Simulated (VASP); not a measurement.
## BP: phonons with PBEsol

Crystal: BP.

```xyz
2
Lattice="0.0000 2.2606 2.2606 2.2606 0.0000 2.2606 2.2606 2.2606 0.0000" Properties=species:S:1:pos:R:3 pbc="T T T"
B     0.0000    0.0000    0.0000
P     1.1303    1.1303    1.1303
```

| Property | Result |
| --- | --- |
| Program | VASP 6.6.1 |
| Task | phonons |
| Functional | PBEsol |
| Potentials or basis | VASP PAW PBE potentials, release 64 (B, P) |
| Cutoff | 600 eV |
| k mesh | 10 × 10 × 10 |
| Occupations | gaussian, width 0.03 eV |
| Spin | no spin polarisation |
| By perturbation theory | no |
| Further INCAR settings | ALGO = Normal; EDIFF = 1e-08; IBRION = 6; POTIM = 0.015; NSW = 1 |

| Item | Value |
| --- | --- |
| Highest phonon frequency at Γ, LO-TO splitting left out | 810 cm⁻¹ |

Phonon frequencies in cm⁻¹ (negative: imaginary):
| q point | frequencies |
| --- | --- |
| (0.000, 0.000, 0.000) | 0 0 0 810 810 810 |

Wall time 100 s on 1 thread of Intel(R) Xeon(R) Platinum 8259CL CPU @ 2.50GHz (Skylake/Cascade Lake), with other jobs on the host, peak memory 0.21 GiB.
